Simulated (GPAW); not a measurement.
# ZnS (Wurtzite-2H) (P6_3mc) in GPAW: settings compared, part 2 of 2

GPAW 26.7.0. Earlier steps stand in the parts before.

### Step 4. Equation of state, C09-vdW

Input file run.py:

```python
from ase.eos import EquationOfState
from ase.io import Trajectory
from ase.spacegroup import crystal
from ase.units import GPa
from gpaw import GPAW, PW

# Zn 2b
# S 2b
atoms = crystal(['Zn', 'S'],
                basis=[[0.6666666667, 0.3333333333, 0.5],
                       [0.6666666667, 0.3333333333, 0.885]],
                spacegroup=186, setting=1,  # P6_3mc
                cellpar=[3.811, 3.811, 6.234, 90.0, 90.0, 120.0],
                primitive_cell=True)

traj = Trajectory('eos.traj', 'w')
volumes, energies = [], []
for x in [0.94, 0.96, 0.98, 1.0, 1.02, 1.04, 1.06]:
    a = atoms.copy()
    a.set_cell(atoms.cell * x**(1 / 3), scale_atoms=True)
    calc = GPAW(mode=PW(600),
                xc={'name': 'C09-vdW', 'backend': 'libvdwxc'},
                kpts={'size': (6, 6, 3), 'gamma': True},
                occupations={'name': 'fermi-dirac', 'width': 0.05},
                nbands=31,
                convergence={'density': 1e-05, 'energy': 1e-05},
                maxiter=150,
                txt=f'eos-{x:.2f}.txt')
    a.calc = calc
    energies.append(a.get_potential_energy(force_consistent=True))
    volumes.append(a.get_volume())
    calc.write(f'eos-{x:.2f}.gpw')
    traj.write(a)
    print(f'{x:.2f} {volumes[-1]:10.4f} A^3 {energies[-1]:14.6f} eV', flush=True)

v0, e0, B = EquationOfState(volumes, energies, eos='birchmurnaghan').fit()
print(f'V0 = {v0:.4f} A^3, E0 = {e0:.6f} eV, B0 = {B / GPa:.2f} GPa')
```

Potentials or basis: GPAW PAW data sets (gpaw-data 1.2.1), pw.

Run with:

```console
> OMP_NUM_THREADS=1 python run.py
```

Log:

```text
__  _  _
 | _ |_)|_||  |
 |__||  | ||/\| - 26.7.0

Input parameters:
  mode=PW(ecut=600.0),
  convergence={'density': 1e-05, 'energy': 1e-05},
  kpts=MonkhorstPack(size=(6, 6, 3), gamma=True),
  maxiter=150,
  nbands=31,
  occupations=Occupations(name='fermi-dirac', width=0.05),
  xc=XC(name='C09-vdW', backend='libvdwxc')

Diagonalizing LCAO Hamiltonian
Converting LCAO to pw mode

           S

           Zn
        S

        Zn

Atoms  # Å, Bohr magnetons
|   | symbol |         x |        y |        z |    initial magnetic moments |
|---|--------|-----------|----------|----------|-----------------------------|
| 0 |     Zn |  1.866601 | 1.077683 | 3.053370 | ( 0.0000,  0.0000,  0.0000) |
| 1 |     Zn | -0.000000 | 2.155366 | 0.000000 | ( 0.0000,  0.0000,  0.0000) |
| 2 |      S |  1.866601 | 1.077683 | 5.404465 | ( 0.0000,  0.0000,  0.0000) |
| 3 |      S | -0.000000 | 2.155366 | 2.351095 | ( 0.0000,  0.0000,  0.0000) |

Unit cell  # Å
| periodic |         x |        y |        z |  lengths |     angles |
|----------|-----------|----------|----------|----------|------------|
|      yes |  3.733203 | 0.000000 | 0.000000 | 3.733203 |  90.000000 |
|      yes | -1.866601 | 3.233048 | 0.000000 | 3.733203 |  90.000000 |
|      yes |  0.000000 | 0.000000 | 6.106740 | 6.106740 | 120.000000 |

Number of symmetries: 6
Symmetry operations  # r_c * U_cc + t_c -> r_c
|   | kind |            matrix            |
|---|------|------------------------------|
| 0 |  σ   |  1, 1, 0,  0,-1, 0,  0, 0, 1 |
| 1 |  E   |  1, 0, 0,  0, 1, 0,  0, 0, 1 |
| 2 |  C3  |  0, 1, 0, -1,-1, 0,  0, 0, 1 |
| 3 |  σ   |  0,-1, 0, -1, 0, 0,  0, 0, 1 |
| 4 |  σ   | -1, 0, 0,  1, 1, 0,  0, 0, 1 |
| 5 |  C3  | -1,-1, 0,  1, 0, 0,  0, 0, 1 |

BZ-sampling:
  Number of BZ points: 108
  Number of IBZ points: 17

  Monkhorst-Pack size: [6, 6, 3]
  Monkhorst-Pack shift: [0.08333333333333333, 0.08333333333333333, 0.0]

K-points  # in reciprocal-cell coordinates
|     |                                coordinates |     weight |
|-----|--------------------------------------------|------------|
|   0 | (  0.00000000,   0.00000000,   0.00000000) | 0.00925926 |
|   1 | (  0.00000000,   0.00000000,   0.33333333) | 0.01851852 |
|   2 | (  0.16666667,   0.00000000,  -0.33333333) | 0.05555556 |
|   3 | (  0.16666667,   0.00000000,   0.00000000) | 0.05555556 |
|   4 | (  0.16666667,   0.00000000,   0.33333333) | 0.05555556 |
|   5 | (  0.33333333,  -0.16666667,   0.00000000) | 0.05555556 |
|   6 | (  0.33333333,  -0.16666667,   0.33333333) | 0.11111111 |
|   7 | (  0.33333333,   0.00000000,  -0.33333333) | 0.05555556 |
|   8 | (  0.33333333,   0.00000000,   0.00000000) | 0.05555556 |
|   9 | (  0.33333333,   0.00000000,   0.33333333) | 0.05555556 |
| ... |                                            |            |
|  16 | (  0.50000000,   0.50000000,   0.33333333) | 0.05555556 |

Plane wave coefficients: 2491
Cutoff: 600.0 eV

Spin-components: 1 (collinear spins)
Bands:           31
Projectors:      22
Spin-degeneracy: 2
Datatype:        complex128

Parallelization:
  kpt:    1
  domain: 1
  band:   1

Density:
  Valence electrons: 36.0
  Components: 1
  Grid points: [24 24 35]
  Charge: 0.0  # |e|

Potential:
  Grid points: [24 24 35]

species:
  Zn:
    name:    Zinc
    Z:       30.0
    valence: 12
    core:    18
    charge:  0.0  # [|e|]
    compensation charges:
      type: gauss
      rc: 0.37  # [Å]
      lmax: 2
    cutoffs:
      filter: 2.14  # [Å]
      core: 2.28  # [Å]
    projectors
    | kind |    occ | energy [eV] | rcut [Å] |
    |------|--------|-------------|----------|
    |   4s |  2.000 |      -5.977 |    1.286 |
    |   4p |  0.000 |      -1.117 |    1.270 |
    |   3d | 10.000 |     -10.142 |    1.180 |
    |    s |        |      21.234 |    1.286 |
    |    p |        |      26.095 |    1.270 |
    |    d |        |      17.070 |    1.180 |

    Using partial waves for Zn as LCAO basis

  S:
    name:    Sulfur
    Z:       16.0
    valence: 6
    core:    10
    charge:  0.0  # [|e|]
    compensation charges:
      type: gauss
      rc: 0.24  # [Å]
      lmax: 2
    cutoffs:
      filter: 1.77  # [Å]
      core: 1.66  # [Å]
    projectors
    | kind |    occ | energy [eV] | rcut [Å] |
    |------|--------|-------------|----------|
    |   3s |  2.000 |     -17.254 |    0.974 |
    |   3p |  4.000 |      -7.008 |    0.979 |
    |    s |        |       9.957 |    0.974 |
    |    p |        |      20.203 |    0.979 |
    |    d |        |       0.000 |    0.900 |

    Using partial waves for S as LCAO basis

Reference energy: -119437.893101  # eV

eigensolver:
  PPCG
  Converge bands: occupied
  niter=2

density mixing:
  MSR1-Mixer
  Pratt-step length: 0.05
  Maximum mixing coefficient: 0.75
  Old densities: 10
  SVD Regularization: 0.005
  Good broyden scale: 1.0
  Trust region scale: 1.0
  Backstep threshold: 4.0
  History deletion threshold: 6.0
  Fourier metric: weight=20.0, sigma=0.015

occupation numbers:
  Fermi-Dirac:
    width: 0.0500  # eV

poisson solver:
  ecut: 4800.0  # eV

xc functional:
  name: vdW-C09 with libvdwxc
  Mode: serial
  Semilocal: GGA_X_C09X+LDA_C_PW with 2 nearest neighbor stencil
  Corresponding non-local functional: vdW-DF
  Local blocksize: 48 x 48 x 70
  PAW datasets: PBE

convergence criteria:
- Maximum integral of absolute [dens]ity change: 1e-05 electrons / valence electron
- Maximum [total energy] change in last 3 cyles: 1e-05 eV / valence electron
- Maximum integral of absolute [eigenst]ate change: 4e-08 eV^2 / valence electron
maximum number of iterations: 150

SCF iterations
|iter     | |      energy | eigst |  dens |
|---------|-|-------------|-------|-------|
|iter:   1| |   54.583273 | +0.08 |       |
|iter:   2| |   54.727589 | -1.54 | -1.21 |
|iter:   3| |   55.240113 | -1.38 | -1.25 |
|iter:   4| |   55.238849 | -2.55 | -1.82 |
|iter:   5| |   55.236414 | -3.68 | -2.28 |
|iter:   6| |   55.236523 | -4.25 | -3.03 |
|iter:   7| |   55.236488c| -5.45 | -3.62 |
|iter:   8| |   55.236478c| -6.23 | -3.93 |
|iter:   9| |   55.236478c| -7.06 | -4.37 |
|iter:  10| |   55.236478c| -7.68c| -5.21c|

Converged in 10 steps
Energy contributions relative to reference atoms: (reference = -119437.893101)

Energy contributions:
  Kinetic:          32.769666
  Coulomb:         -27.149785
  Zero:             -0.028570
  External:          0.000000
  Xc:               49.645167
  Entropy:          -0.000000
  Spinorbit:         0.000000
  ----------------------------
  Free energy:      55.236478
  Extrapolated:     55.236478

dipole moment: (-0.000000, 0.000000, -7.122734)  # |e|*Ang

Fermi level: 5.438
Eigenvalues  # (at kpt = [0.000, 0.000, 0.000])
| band index |      eig [eV] | occ [0-2] |
|------------|---------------|-----------|
|          0 |        -9.149 |     2.000 |
|        ... |               |           |
|         10 |        -1.681 |     2.000 |
|         11 |        -1.530 |     2.000 |
|         12 |        -1.131 |     2.000 |
|         13 |         3.496 |     2.000 |
|         14 |         3.496 |     2.000 |
|         15 |         4.423 |     2.000 |
[... 8 lines left out ...]
|         24 |        12.019 |     0.000 |
|         25 |        13.915 |     0.000 |
|        ... |               |           |
|         30 |        16.642 |     0.000 |

Gap: 2.495 eV
Transition (v -> c):
  (s=0, k=0, n=17, [0.00, 0.00, 0.00]) -> (s=0, k=0, n=18, [0.00, 0.00, 0.00])
No difference between direct/indirect transitions
# Writing to eos-0.94.gpw (mode='')
```

Run time: 1.9 min. Hardware: 1 thread of Intel Xeon 6975P-C (Granite Rapids), shared host; peak memory 0.33 GiB.

What came out:

| Property | Result |
| --- | --- |
| Equilibrium volume | 19.75 Å³/atom |
| Bulk modulus at fixed shape and positions | 74 GPa |
| Pressure derivative of the bulk modulus | 4.7 (rough: it moves with the points fitted) |

Energy against volume, from the lowest point:
| volume (Å³/atom) | energy (meV/atom) |
| --- | --- |
| 18.427 | 23.18 |
| 18.819 | 10.88 |
| 19.211 | 3.32 |
| 19.603 | 0.00 |
| 19.995 | 0.38 |
| 20.387 | 4.11 |
| 20.779 | 10.91 |

Caveat: the cell was scaled at fixed shape and fractional positions, which overstates the stiffness of a crystal with free parameters, most of all of layers and chains; the PAW data sets were made with another functional, which shifts forces and pressure a little.

### Step 5. The runs side by side

```csv
task,level,potentials or basis,V0 of scaled cells (Å³/atom),B0 (GPa)
single point,TB-mBJ,"GPAW PAW data sets for LDA (gpaw-data 1.2.1), pw",-,-
equation of state,vdW-DF-cx,"GPAW PAW data sets (gpaw-data 1.2.1), pw",19.93,72
equation of state,C09-vdW,"GPAW PAW data sets (gpaw-data 1.2.1), pw",19.75,74
```

Alike in all rows: no spin polarisation; cell as given; k mesh 6 × 6 × 3; cutoff (eV) 600; smearing fermi-dirac 0.05 eV.

Caveats: the PAW data sets were made with another functional, which shifts forces and pressure a little; the cell was scaled at fixed shape and fractional positions, which overstates the stiffness of a crystal with free parameters, most of all of layers and chains (some runs); a model potential gives levels but no total energy (some runs).

Absolute energies hang on the potentials; compare differences alone.

### Step 6. Comparison with measurements

Step 2. A measured gap of ZnS is 3.911 eV (direct; 4 K; a printed reference work, monograph); the calculated 3.81 eV misses it by -0.10 eV. The value is that of TB-mBJ, without temperature or zero-point motion.
